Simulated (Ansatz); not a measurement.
**Os under changes of volume**

One of the cells (13.982 Å³/atom); the others are scaled copies at fixed shape and fractional positions:

```xyz
2
Lattice="2.7341 0.0000 0.0000 -1.3671 2.3678 0.0000 0.0000 0.0000 4.3197" Properties=species:S:1:pos:R:3 pbc="T T T"
Os    1.3671    0.7893    3.2398
Os    0.0000    1.5785    1.0799
```

```yaml
Program: Ansatz 0.2.0
Functional: PBE
Potentials_or_basis: Ansatz PAW earlier set
Cutoff: 700 eV
Density_cutoff: 2800 eV
k_mesh: 11 × 11 × 6
Occupations: fermi-dirac, width 0.05 eV
Spin: no spin polarisation
```

```csv
volume (Å³/atom),energy over the lowest point (meV/atom),pressure (GPa)
13.143,132.33,40.3
13.423,72.43,28.7
13.703,?,?
13.982,8.21,9.0
14.262,0.00,0.7
14.542,5.47,-6.7
14.821,23.15,-13.3
```

Task: What does the run at 13.703 Å³/atom give?

Result: Energy over the lowest point 31.74 meV/atom; pressure 18.3 GPa.

Worked out: A Birch-Murnaghan fit of order 3 (a polynomial in V^(-2/3)) to the other rows has its minimum at 14.29 Å³/atom with B0 = V·E''(V) = 397 GPa and B' = 4.7 at fixed shape and positions, which overstates the stiffness. It gives 31.71 meV/atom at 13.703 Å³/atom, against the run's 31.74, and -dE/dV = 18.2 GPa, against 18.3.

Energies are extrapolated to zero smearing.
